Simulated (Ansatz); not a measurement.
Write the native input for Ansatz 0.2.0 that does the following.

```
Task                : single point
Functional          : LC-wPBE
Potentials or basis : SSSP precision PAW
Cutoff              : 612 eV
Density cutoff      : 6123 eV
k mesh              : 8 × 8 × 8
Occupations         : fermi-dirac, width 0.025 eV
Spin                : no spin polarisation
```

The system is C.

```
CELL_PARAMETERS angstrom
0.00000 1.78337 1.78337
1.78337 0.00000 1.78337
1.78337 1.78337 0.00000
ATOMIC_POSITIONS crystal
C 0.75000 0.75000 0.75000
C 0.50000 0.50000 0.50000
```

This isn't the form of C at room conditions, which is graphite.

The input as run:

input.yaml

```yaml
crystal:
  lattice:
    - [0.0, 1.78337, 1.78337]
    - [1.78337, 0.0, 1.78337]
    - [1.78337, 1.78337, 0.0]
  atoms:
    - { symbol: C, position_ang: [2.675055, 2.675055, 2.675055] }
    - { symbol: C, position_ang: [1.78337, 1.78337, 1.78337] }
hamiltonian:
  xc: lc_wpbe
  pseudopotentials: { kind: paw, accuracy: stringent }
kpoints:
  mp_grid: { grid: [8, 8, 8] }
scf:
  occupations: { method: fermi_dirac, width: 0.025 }
  n_extra_bands: 16
output:
  forces: true
  stress: true
  eigenvalues: true
  write_density: true
  write_potential: true
  elf: true
  volumetric_format: npy
```

Potentials or basis: SSSP precision PAW.

The run is started by

```console
$ ansatz run input.yaml --threads 1 --pin off --max-ram 2560MiB --backend cpu --events-out ev --progress --plain --runs-dir out
```

Results of the run:

| Property | Result |
| --- | --- |
| Pressure | -12.6 GPa |
| Band gap on the k mesh | 10.63 eV, indirect (least direct gap 12.19 eV) |

Caveat: the thresholds are loose for stress.

Run time: 16 s on 1 thread of Arm Neoverse V2 (shared host), peak memory 0.94 GiB.
